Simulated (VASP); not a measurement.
The system is CuI (Marshite).

```
I Cu
1.0
     0.00000    3.03150    3.03150
     3.03150    0.00000    3.03150
     3.03150    3.03150    0.00000
I Cu
1 1
Cartesian
  0.0000 0.0000 0.0000
  4.5473 4.5473 4.5473
```

Base run:

| Item | Value |
| --- | --- |
| Program | VASP 6.6.1 |
| Functional | PBE |
| Potentials or basis | VASP PAW PBE potentials, release 64 (I, Cu) |
| Cutoff | 520 eV |
| k mesh | 8 × 8 × 8 |
| Occupations | fermi-dirac, width 0.05 eV |
| Spin | no spin polarisation |

Its results: band gap on the k mesh 1.14 eV, direct; pressure 0.3 GPa.

The run is repeated on the same cell with these changes: functional from PBE to PBEsol. What comes out?

Band gap on the k mesh 1.03 eV, direct; pressure -2.5 GPa.

PBEsol binds more tightly than PBE, so the same cell stands under less pressure.

Caveats: spin-orbit coupling is left out, which moves the levels of the heavy elements; the PAW data sets were made with another functional, which shifts forces and pressure a little (some runs).

A k mesh can miss the band edges.

Not every run made on this cell is shown here.
